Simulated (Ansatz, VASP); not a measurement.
# Pt in VASP and in Ansatz

File INCAR:

```
SYSTEM = Pt
  PREC = Accurate
  ENCUT = 520
  EDIFF = 1E-7
  ISMEAR = 0
  SIGMA = 0.1
  LREAL = .FALSE.
  LASPH = .TRUE.
  NELM = 100
  ALGO = Normal
  ISIF = 2
  LWAVE = .FALSE.
  LCHARG = .FALSE.
  GGA = PS
  NBANDS = 11
```

The input KPOINTS:

```
Automatic mesh
0
G
  8 8 8
  0 0 0
```

The input POSCAR:

```
Pt
1.0
   -1.5842200000      1.5842200000      1.5842200000
    1.5842200000     -1.5842200000      1.5842200000
    1.5842200000      1.5842200000     -1.5842200000
Pt
1
Direct
    0.0000000000      0.0000000000      0.0000000000
```

Input for Ansatz:

```yaml
crystal:
  lattice:
    - [-1.58422, 1.58422, 1.58422]
    - [1.58422, -1.58422, 1.58422]
    - [1.58422, 1.58422, -1.58422]
  atoms:
    - { symbol: Pt, position: [0.0, 0.0, 0.0] }
basis:
  ecutwfc: 420
kpoints:
  mp_grid: { grid: [8, 8, 8] }
hamiltonian:
  xc: pbesol
scf:
  occupations: { method: gaussian, width: 0.1 }
output:
  forces: true
  stress: true
  eigenvalues: true
```

This isn't the form of Pt at room conditions, which is fcc.

Alike in both runs: task single point; functional PBEsol; k mesh 8 × 8 × 8; occupations gaussian, width 0.1 eV; no spin polarisation.

|  | VASP | Ansatz |
| --- | --- | --- |
| version | VASP 6.6.1 | Ansatz 0.2.0 |
| potentials or method | VASP PAW PBE potentials, release 64 (Pt) | scalar-relativistic, plane waves, PAW |
| plane-wave cutoff (eV) | 520 | 420 |
| valence electrons in the cell | 10 | 18 |

|  | VASP | Ansatz | Ansatz less VASP |
| --- | --- | --- | --- |
| gap on the k mesh at the Fermi level (eV) | none | none | - |
| pressure (GPa) | -9.8 | -9.5 | +0.34 |

A gap of «none» marks a metal or a gap that the smearing closes. The two sets of potentials don't hold the same shells in valence.

Caveats: the PAW data sets were made with another functional, which shifts forces and pressure a little (VASP). The runs have no spin-orbit coupling, so splittings on Pt are missing.
